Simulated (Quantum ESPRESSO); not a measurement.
# How AlAs absorbs and reflects light, part 2 of 3

Wanted: where AlAs starts to absorb, how strongly, and its refractive index.

Quantum ESPRESSO 7.5; DFT, PBE, plane waves with norm-conserving potentials (PseudoDojo), scalar-relativistic, independent-particle optical response without local fields and without the non-local commutator.

So far. Step 2 (Ground state): There is a gap, 1.55 eV on this mesh (points off the mesh can give less), so no carriers' term is needed.

### 3. Ground state with the final occupations

Level of this step: DFT, PBE, plane waves with norm-conserving potentials (PseudoDojo), scalar-relativistic, ground state (Quantum ESPRESSO).

With the gap or the metal settled, the ground state is repeated with the fitting occupations, and the later steps take its density.

Contents of scf.in:

```
&control
  calculation = 'scf'
  prefix = 'x'
  outdir = './tmp'
  pseudo_dir = './'
  verbosity = 'high'
/
&system
  ibrav = 0
  nat = 2
  ntyp = 2
  ecutwfc = 70
  occupations = 'fixed'
/
&electrons
  conv_thr = 1e-09
  electron_maxstep = 100
/
ATOMIC_SPECIES
  As 1.0 As.upf
  Al 1.0 Al.upf
CELL_PARAMETERS angstrom
  0.000000000000 2.830400000000 2.830400000000
  2.830400000000 0.000000000000 2.830400000000
  2.830400000000 2.830400000000 0.000000000000
ATOMIC_POSITIONS crystal
  As 0.750000000000 0.750000000000 0.750000000000
  Al 0.000000000000 0.000000000000 0.000000000000
K_POINTS automatic
  7 7 7 0 0 0
```

Command:

```sh
$ mpirun -n 4 pw.x -nk 4 -in scf.in
```

Log:

```text
[banner, memory and clock lines left out]

     using ibrav=0 with symmetry is DISCOURAGED, use correct ibrav instead

     G-vector sticks info

     bravais-lattice index     =            0
     lattice parameter (alat)  =       7.5642  a.u.
     unit-cell volume          =     306.0343 (a.u.)^3
     number of atoms/cell      =            2
     number of atomic types    =            2
     number of electrons       =        18.00
     number of Kohn-Sham states=            9
     kinetic-energy cutoff     =      70.0000  Ry
     charge density cutoff     =     280.0000  Ry
     scf convergence threshold =      1.0E-09
     mixing beta               =       0.7000
     number of iterations used =            8  plain     mixing
     Exchange-correlation= PBE
                           (   1   4   3   4   0   0   0)

     celldm(1)=   7.564177  celldm(2)=   0.000000  celldm(3)=   0.000000
     celldm(4)=   0.000000  celldm(5)=   0.000000  celldm(6)=   0.000000

     crystal axes: (cart. coord. in units of alat)
               a(1) = (   0.000000   0.707107   0.707107 )
               a(2) = (   0.707107   0.000000   0.707107 )
               a(3) = (   0.707107   0.707107   0.000000 )

     reciprocal axes: (cart. coord. in units 2 pi/alat)
               b(1) = ( -0.707107  0.707107  0.707107 )
               b(2) = (  0.707107 -0.707107  0.707107 )
               b(3) = (  0.707107  0.707107 -0.707107 )

     ./As.upf
     Pseudo is Norm-conserving + core correction, Zval = 15.0
     Generated using ONCVPSP code by D. R. Hamann
     Using radial grid of 1358 points,  6 beta functions with:
                l(1) =   0
                l(2) =   0
                l(3) =   1
                l(4) =   1
                l(5) =   2
                l(6) =   2

     ./Al.upf
     Pseudo is Norm-conserving + core correction, Zval =  3.0
     Generated using ONCVPSP code by D. R. Hamann
     Using radial grid of 1876 points,  6 beta functions with:
                l(1) =   0
                l(2) =   0
                l(3) =   1
                l(4) =   1
                l(5) =   2
                l(6) =   2

     atomic species   valence    mass     pseudopotential
     As               15.00     1.00000     As( 1.00)
     Al                3.00     1.00000     Al( 1.00)

     24 Sym. Ops. (no inversion) found

                                    s                        frac. trans.

     [... symmetry matrices left out ...]
   Cartesian axes

     site n.     atom                  positions (alat units)
         1        As     tau(   1) = (   1.0606602   1.0606602   1.0606602  )
         2        Al     tau(   2) = (   0.0000000   0.0000000   0.0000000  )

   Crystallographic axes

     site n.     atom                  positions (cryst. coord.)
         1        As     tau(   1) = (  0.7500000  0.7500000  0.7500000  )
         2        Al     tau(   2) = (  0.0000000  0.0000000  0.0000000  )

     number of k points=    20
                       cart. coord. in units 2pi/alat
        k(    1) = (   0.0000000   0.0000000   0.0000000), wk =   0.0058309
        k(    2) = (   0.1010153   0.1010153  -0.1010153), wk =   0.0466472
        k(    3) = (   0.2020305   0.2020305  -0.2020305), wk =   0.0466472
        k(    4) = (   0.3030458   0.3030458  -0.3030458), wk =   0.0466472
        k(    5) = (   0.2020305  -0.0000000   0.0000000), wk =   0.0349854
        k(    6) = (   0.3030458   0.1010153  -0.1010153), wk =   0.1399417
        k(    7) = (   0.4040610   0.2020305  -0.2020305), wk =   0.1399417
        k(    8) = (  -0.2020305  -0.4040610   0.4040610), wk =   0.1399417
        k(    9) = (  -0.1010153  -0.3030458   0.3030458), wk =   0.1399417
        k(   10) = (  -0.0000000  -0.2020305   0.2020305), wk =   0.0699708
        k(   11) = (   0.4040610  -0.0000000   0.0000000), wk =   0.0349854
        k(   12) = (   0.5050763   0.1010153  -0.1010153), wk =   0.1399417
        k(   13) = (  -0.1010153  -0.5050763   0.5050763), wk =   0.1399417
        k(   14) = (   0.0000000  -0.4040610   0.4040610), wk =   0.0699708
        k(   15) = (   0.6060915  -0.0000000   0.0000000), wk =   0.0349854
        k(   16) = (  -0.0000000  -0.6060915   0.6060915), wk =   0.0699708
[...]
cryst. coord.
[...]
k(   13) = (  -0.0000000   0.2857143  -0.4285714), wk =   0.1399417
        k(   14) = (  -0.0000000   0.2857143  -0.2857143), wk =   0.0699708
        k(   15) = (   0.0000000   0.4285714   0.4285714), wk =   0.0349854
        k(   16) = (   0.0000000   0.4285714  -0.4285714), wk =   0.0699708
        k(   17) = (   0.1428571   0.2857143   0.4285714), wk =   0.1399417
        k(   18) = (   0.1428571   0.2857143  -0.4285714), wk =   0.2798834
        k(   19) = (   0.1428571   0.4285714  -0.4285714), wk =   0.1399417
        k(   20) = (   0.1428571   0.4285714  -0.2857143), wk =   0.1399417

     Dense  grid:    24213 G-vectors     FFT dimensions: (  45,  45,  45)

     Initial potential from superposition of free atoms

     starting charge      17.9973, renormalised to      18.0000
     Starting wfcs are   13 randomized atomic wfcs

     Self-consistent Calculation

     iteration #  1     ecut=    70.00 Ry     beta= 0.70
     Davidson diagonalization with overlap

            53 MiB given to the printing process from OS
            22 MiB allocation reported by mallinfo(arena+hblkhd)
------------------
     ethr =  1.00E-02,  avg # of iterations =  2.0

     Threshold (ethr) on eigenvalues was too large:
     Diagonalizing with lowered threshold

     Davidson diagonalization with overlap

            53 MiB given to the printing process from OS
            24 MiB allocation reported by mallinfo(arena+hblkhd)
------------------
     ethr =  3.32E-04,  avg # of iterations =  2.1

     total energy              =    -216.82106899 Ry
     estimated scf accuracy    <       0.06332875 Ry

     iteration #  2     ecut=    70.00 Ry     beta= 0.70
     Davidson diagonalization with overlap

            63 MiB given to the printing process from OS
            28 MiB allocation reported by mallinfo(arena+hblkhd)
------------------
     ethr =  3.52E-04,  avg # of iterations =  2.0

     total energy              =    -216.83072395 Ry
     estimated scf accuracy    <       0.00502367 Ry

     iteration #  3     ecut=    70.00 Ry     beta= 0.70
     Davidson diagonalization with overlap

            64 MiB given to the printing process from OS
            29 MiB allocation reported by mallinfo(arena+hblkhd)
------------------
     ethr =  2.79E-05,  avg # of iterations =  2.2

     total energy              =    -216.83152186 Ry
     estimated scf accuracy    <       0.00025766 Ry

     iteration #  4     ecut=    70.00 Ry     beta= 0.70
     Davidson diagonalization with overlap

            65 MiB given to the printing process from OS
            30 MiB allocation reported by mallinfo(arena+hblkhd)
------------------
     ethr =  1.43E-06,  avg # of iterations =  4.0

     total energy              =    -216.83158869 Ry
     estimated scf accuracy    <       0.00006073 Ry

     iteration #  5     ecut=    70.00 Ry     beta= 0.70
     Davidson diagonalization with overlap

            65 MiB given to the printing process from OS
            30 MiB allocation reported by mallinfo(arena+hblkhd)
------------------
     ethr =  3.37E-07,  avg # of iterations =  2.6

     total energy              =    -216.83160270 Ry
     estimated scf accuracy    <       0.00000126 Ry

     iteration #  6     ecut=    70.00 Ry     beta= 0.70
     Davidson diagonalization with overlap

            67 MiB given to the printing process from OS
            31 MiB allocation reported by mallinfo(arena+hblkhd)
------------------
     ethr =  6.98E-09,  avg # of iterations =  4.8

     total energy              =    -216.83160240 Ry
     estimated scf accuracy    <       0.00000184 Ry

     iteration #  7     ecut=    70.00 Ry     beta= 0.70
     Davidson diagonalization with overlap

            67 MiB given to the printing process from OS
            32 MiB allocation reported by mallinfo(arena+hblkhd)
------------------
     ethr =  6.98E-09,  avg # of iterations =  3.1

     total energy              =    -216.83160290 Ry
     estimated scf accuracy    <       0.00000011 Ry

     iteration #  8     ecut=    70.00 Ry     beta= 0.70
     Davidson diagonalization with overlap

            68 MiB given to the printing process from OS
            33 MiB allocation reported by mallinfo(arena+hblkhd)
------------------
     ethr =  6.10E-10,  avg # of iterations =  2.5

     End of self-consistent calculation

          k = 0.0000 0.0000 0.0000 (  2975 PWs)   bands (ev):

   -27.9779 -27.9779 -27.9779 -27.9657 -27.9657  -5.3681   6.5020   6.5020
     6.5020

     occupation numbers
     1.0000   1.0000   1.0000   1.0000   1.0000   1.0000   1.0000   1.0000
     1.0000

          k = 0.1010 0.1010-0.1010 (  3020 PWs)   bands (ev):

   -27.9805 -27.9805 -27.9799 -27.9694 -27.9694  -5.1698   4.7892   6.2990
     6.2990

     occupation numbers
     1.0000   1.0000   1.0000   1.0000   1.0000   1.0000   1.0000   1.0000
     1.0000

          k = 0.2020 0.2020-0.2020 (  3019 PWs)   bands (ev):

   -27.9806 -27.9803 -27.9803 -27.9691 -27.9691  -4.6372   2.6148   5.9384
     5.9384

     occupation numbers
     1.0000   1.0000   1.0000   1.0000   1.0000   1.0000   1.0000   1.0000
     1.0000

          k = 0.3030 0.3030-0.3030 (  3019 PWs)   bands (ev):

   -27.9808 -27.9792 -27.9792 -27.9697 -27.9697  -4.0574   1.1535   5.7083
     5.7083

     occupation numbers
     1.0000   1.0000   1.0000   1.0000   1.0000   1.0000   1.0000   1.0000
     1.0000

          k = 0.2020-0.0000 0.0000 (  2998 PWs)   bands (ev):

   -27.9787 -27.9787 -27.9787 -27.9689 -27.9682  -5.1031   4.8543   5.8840
     5.8840

     occupation numbers
     1.0000   1.0000   1.0000   1.0000   1.0000   1.0000   1.0000   1.0000
     1.0000

     [... further k points left out ...]

     highest occupied level (ev):     6.5020

!    total energy              =    -216.83160292 Ry
     estimated scf accuracy    <          2.0E-10 Ry

     The total energy is the sum of the following terms:
     one-electron contribution =    -134.98558943 Ry
     hartree contribution      =      74.89485001 Ry
     xc contribution           =     -49.70213746 Ry
     ewald contribution        =    -107.03872604 Ry

     convergence has been achieved in   8 iterations

     XML data file, charge density, pseudopotentials, collected wavefunctions

                                        0.00s GPU  (     184 calls)
```

Elapsed: 3.4 s, on 4 MPI ranks of Arm Neoverse V2, shared host; peak memory 0.07 GiB; 13 s of CPU time.

### 4. Bands on the whole mesh, 11×11×11

The response needs many more empty bands than the density does.

This step: DFT, PBE, plane waves with norm-conserving potentials (PseudoDojo), scalar-relativistic, bands at fixed density (Quantum ESPRESSO 7.5).

nscf.in, as its differences from scf.in of step 3:

```diff
@@ -1,3 +1,3 @@
 &control
-  calculation = 'scf'
+  calculation = 'nscf'
   prefix = 'x'
@@ -5,3 +5,2 @@
   pseudo_dir = './'
-  verbosity = 'high'
 /
@@ -13,2 +12,5 @@
   occupations = 'fixed'
+  nbnd = 28
+  nosym = .true.
+  noinv = .true.
 /
@@ -17,2 +19,3 @@
   electron_maxstep = 100
+  diago_full_acc = .true.
 /
@@ -29,2 +32,2 @@
 K_POINTS automatic
-  7 7 7 0 0 0
+  11 11 11 0 0 0
```

Command:

```sh
$ mpirun -n 4 pw.x -nk 4 -in nscf.in
```

Log:

```text
[banner, memory and clock lines left out]

     Atomic positions and unit cell read from directory:

     G-vector sticks info

     bravais-lattice index     =            0
     lattice parameter (alat)  =       7.5642  a.u.
     unit-cell volume          =     306.0343 (a.u.)^3
     number of atoms/cell      =            2
     number of atomic types    =            2
     number of electrons       =        18.00
     number of Kohn-Sham states=           28
     kinetic-energy cutoff     =      70.0000  Ry
     charge density cutoff     =     280.0000  Ry
     Exchange-correlation= PBE
                           (   1   4   3   4   0   0   0)

     celldm(1)=   7.564177  celldm(2)=   0.000000  celldm(3)=   0.000000
     celldm(4)=   0.000000  celldm(5)=   0.000000  celldm(6)=   0.000000

     crystal axes: (cart. coord. in units of alat)
               a(1) = (   0.000000   0.707107   0.707107 )
               a(2) = (   0.707107   0.000000   0.707107 )
               a(3) = (   0.707107   0.707107   0.000000 )

     reciprocal axes: (cart. coord. in units 2 pi/alat)
               b(1) = ( -0.707107  0.707107  0.707107 )
               b(2) = (  0.707107 -0.707107  0.707107 )
               b(3) = (  0.707107  0.707107 -0.707107 )

     ./As.upf
     Pseudo is Norm-conserving + core correction, Zval = 15.0
     Generated using ONCVPSP code by D. R. Hamann
     Using radial grid of 1358 points,  6 beta functions with:
                l(1) =   0
                l(2) =   0
                l(3) =   1
                l(4) =   1
                l(5) =   2
                l(6) =   2

     ./Al.upf
     Pseudo is Norm-conserving + core correction, Zval =  3.0
     Generated using ONCVPSP code by D. R. Hamann
     Using radial grid of 1876 points,  6 beta functions with:
                l(1) =   0
                l(2) =   0
                l(3) =   1
                l(4) =   1
                l(5) =   2
                l(6) =   2

     atomic species   valence    mass     pseudopotential
     As               15.00     1.00000     As( 1.00)
     Al                3.00     1.00000     Al( 1.00)

     No symmetry found

   Cartesian axes

     site n.     atom                  positions (alat units)
         1        As     tau(   1) = (   1.0606602   1.0606602   1.0606602  )
         2        Al     tau(   2) = (   0.0000000   0.0000000   0.0000000  )

     number of k points=  1331

     Number of k-points >= 100: set verbosity='high' to print them.

     Dense  grid:    24213 G-vectors     FFT dimensions: (  45,  45,  45)

     The potential is recalculated from file :

     Starting wfcs are   13 randomized atomic wfcs +   15 random wfcs

     Band Structure Calculation
     Davidson diagonalization with overlap

     ethr =  5.56E-12,  avg # of iterations = 43.5

     End of band structure calculation

     Number of k-points >= 100: set verbosity='high' to print the bands.

     highest occupied, lowest unoccupied level (ev):     6.5020    7.9872

     XML data file, pseudopotentials, collected wavefunctions

                                        0.00s GPU  (   15584 calls)

[... left out ...]
ulation
     Davidson diagonalization with overlap

     ethr =  5.56E-12,  avg # of iterations = 43.5

     End of band structure calculation

     Number of k-points >= 100: set verbosity='high' to print the bands.

     highest occupied, lowest unoccupied level (ev):     6.5020    7.9872

     XML data file, pseudopotentials, collected wavefunctions

                                        0.00s GPU  (   15584 calls)
```

It took 7 min on 4 MPI ranks; peak memory 0.06 GiB.

(Continued in part 3 of 3.)

[Machine, clock, banner and «Message from routine» lines are left out of the logs.]

[Logs are printed without paths, hosts, clocks, repeated set-up lines and the standing remarks that a program may print on its own settings, such as how far it seeks lower states.]

[Hosts, paths, dates, database ids (printed as entryN), source tags and the programs' standing remarks are cut or masked in the printed files.]
